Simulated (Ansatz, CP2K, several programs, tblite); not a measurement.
Energy against volume for AgI in the wurtzite structure, at fixed shape and fractional coordinates, computed by several methods (PBE and r2SCAN, where shown, with plane waves in Ansatz); the cell shown is that of r2SCAN. With free coordinates or axes held, a curve is too stiff, and on another method's shape its minimum isn't the method's own volume. Space group P6_3mc (No. 186), hexagonal; conventional cell a = 4.651 Å, c = 7.599 Å, 35.59 Å³ an atom. Ag has 4 I at 2.85 Å; I has 4 Ag at 2.85 Å. Spin-unpolarised throughout; all numbers are computed. Energies count from each curve's lowest point; fits are third-order Birch-Murnaghan.

```cif
data_structure
_symmetry_space_group_name_H-M 'P 1'
_symmetry_Int_Tables_number 1
_cell_length_a 4.6509
_cell_length_b 4.6509
_cell_length_c 7.5993
_cell_angle_alpha 90.000
_cell_angle_beta 90.000
_cell_angle_gamma 120.000
_cell_volume 142.36
loop_
_atom_site_label
_atom_site_type_symbol
_atom_site_fract_x
_atom_site_fract_y
_atom_site_fract_z
_atom_site_occupancy
Ag1 Ag 0.33333 0.66667 0.00000 1
Ag2 Ag 0.66667 0.33333 0.50000 1
I1 I 0.33333 0.66667 0.37500 1
I2 I 0.66667 0.33333 0.87500 1
```

PBE, on the shape of its own relaxed cell:
```
V (Å³/atom)  E (meV/atom)
     34.243         11.98
     35.336          2.78
     36.429          0.00
     37.522          2.53
     38.615          9.46
```
V₀ = 36.42 Å³ an atom and B₀ = 26 GPa.

Problem. PBE/DZVP (CP2K), on the shape of the cell shown, gives
```csv
V (Å³/atom),E (meV/atom)
31.318,114.36
33.453,42.23
35.589,7.99
37.724,0.00
39.859,10.25
```
What equilibrium volume and bulk modulus follow?

Solution. V₀ = 37.47 Å³ an atom and B₀ = 25 GPa.

PBE/SZV (CP2K), on the shape of the cell shown:
```tsv
V (Å³/atom)	E (meV/atom)
31.318	272.20
33.453	143.81
35.589	64.01
37.724	19.28
39.859	0.00
```
The lowest point is an end point, so the minimum isn't bracketed.

GFN2-xTB (tblite), on the shape of the cell shown, as a cluster of 72 atoms at the zone centre:
```
V (Å³/atom)  E (meV/atom)
     31.318        167.43
     33.453         66.26
     35.589         14.82
     37.724          0.00
     39.859         11.40
```
V₀ = 37.75 Å³ an atom and B₀ = 35 GPa.

GFN1-xTB (tblite), on the shape of the cell shown, as a cluster of 72 atoms at the zone centre:
```
V (Å³/atom)  E (meV/atom)
     31.318        112.60
     33.453         29.74
     35.589          0.00
     37.724          6.97
     39.859         39.79
```
V₀ = 36.15 Å³ an atom and B₀ = 42 GPa.
